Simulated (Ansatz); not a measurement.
**BN: a line through a two-coordinate scan**

An exercise on one series of results from a longer session: the logs are not shown, and one member is left open.

Method: DFT PBEsol, scalar-relativistic, plane waves, PAW, in Ansatz 0.2.0.

9 further runs of the same task are left out: 9 set aside as unsound or not needed.

## Starting point

The structure is hexagonal, space group P6_3/mmc (No. 194). Conventional cell: a = 2.504 Å, b = 2.504 Å, c = 7.034 Å, α = 90.00°, β = 90.00°, γ = 120.00°. B (site symmetry -6m2) is surrounded by 3 N at 1.45 Å. N (site symmetry -6m2) has 3 B at 1.45 Å as nearest neighbours.

As a file:

```
B N
1.0
     2.50378    0.00000    0.00000
    -1.25189    2.16833    0.00000
     0.00000    0.00000    7.03410
B N
2 2
Direct
  0.33333 0.66667 0.25000
  0.66667 0.33333 0.75000
  0.33333 0.66667 0.75000
  0.66667 0.33333 0.25000
```

## The scan

The energy is mapped over a normal mode and a strain (zone-centre modes of the cell shown) (x along [1 0 0], y along [1 2 0], z along [0 0 1] of the conventional cell).

- amplitude of mode 4 (33 cm⁻¹), largest displacement in the unstrained cell: 11 values from −0.434 to 0.434 Å
- strain +e along z and -e/2 along x and y: 7 values from −7.00 to 7.00 %

Nothing else is relaxed (the pattern is fixed in fractional coordinates). Energies count from the relaxed high-symmetry cell. Points are written as (first, second).

Displacement patterns for an amplitude of 1 (Å):

```tsv
atom	x1	y1	z1
B1	1.000	0.000	0.000
B2	-1.000	0.000	0.000
N3	-1.000	0.000	0.000
N4	1.000	0.000	0.000
```

Set-up of the first run:

File input.yaml:

```yaml
crystal:
  lattice:
    - [2.5914083758, 0.0, 0.0]
    - [-1.2957041879, 2.244225485, 0.0]
    - [0.0, 0.0, 6.5417103196]
  atoms:
    - { symbol: B, position: [0.1946627929, 0.6666666667, 0.25] }
    - { symbol: B, position: [0.8053372071, 0.3333333333, 0.75] }
    - { symbol: "N", position: [0.4719365422, 0.6666666667, 0.75] }
    - { symbol: "N", position: [0.5280634578, 0.3333333333, 0.25] }
basis:
  ecutwfc: 520.0
kpoints:
  mp_grid: { grid: [12, 12, 4] }
hamiltonian:
  xc: pbesol
  pseudopotentials: { kind: paw, azcp: { folder: soft_1 } }
scf:
  occupations: { method: gaussian, width: 0.05 }
output:
  forces: true
  stress: true
  eigenvalues: true
```

On the command line:

```
ansatz run input.yaml --threads 1 --pin off --max-ram 2048MiB --backend cpu --events-out ev --progress --plain --runs-dir out
```

Steps of the session up to this table: The run at (−0.347 Å, −7.00 %); Grid point (−0.347 Å, −4.67 %); The run at (−0.347 Å, 0.00 %); The run at (−0.347 Å, 2.33 %); The run at (−0.347 Å, 4.67 %); The run at (−0.347 Å, 7.00 %).

One of the session's tables, all rows but one given; the rest of the session is left out.

| strain +e along z and -e/2 along x and y (%) | energy (meV) | slope (meV per %) | pressure (GPa) | band gap on the k-mesh (eV) | largest force on an atom (eV/Å) |
| --- | --- | --- | --- | --- | --- |
| −7.00 | 306 | −80 | −21.1 | 2.98 | 0.078 |
| −4.67 | 146 | −56 | −14.6 | 3.25 | 0.057 |
| −2.33 | ? | ? | ? | ? | ? |
| 0.00 | 9 | −1 | 0.0 | 3.64 | 0.029 |
| 2.33 | 41 | 29 | 8.2 | 3.83 | 0.021 |
| 4.67 | 147 | 62 | 17.0 | 4.00 | 0.015 |
| 7.00 | 333 | 98 | 26.4 | 4.16 | 0.012 |

**Question.** Estimate the row for strain +e along z and -e/2 along x and y (%) = −2.33.

Worked estimate for «energy (meV)». A straight line through the neighbours (−4.67, 146) and (0.00, 9) gives 146 + (9 − 146) × (−2.33 − −4.67) / (0.00 − −4.67) = 77; a parabola fitted to 4 rows on both sides gives 45.

As computed: energy (meV): 46; slope (meV per %): −30; pressure (GPa): −7.5; band gap on the k-mesh (eV): 3.45; largest force on an atom (eV/Å): 0.041. In «energy (meV)» the line misses by +31 and the parabola by -1.

Energies count from the relaxed high-symmetry cell. Rows without a step come from runs not printed here or follow by symmetry. Slopes come from the forces (and the stress, where the cell changes), not from differences of energies.

In words: Along the line the energy is lowest at 0.00 %, 9 meV from the zero. Energies and slopes round the minimum, fitted together, put the minimum at 0.117 %, with a curvature of about 13 meV per %². The highest point computed, at 7.00 %, lies 323 meV above the lowest. This is one cut through a surface in two coordinates; the map's lowest point lies off it. With the other coordinates free, the energies away from the reference would be the same or lower.

Caveats from the session: Warnings in the runs' records: pseudo functional mismatch.
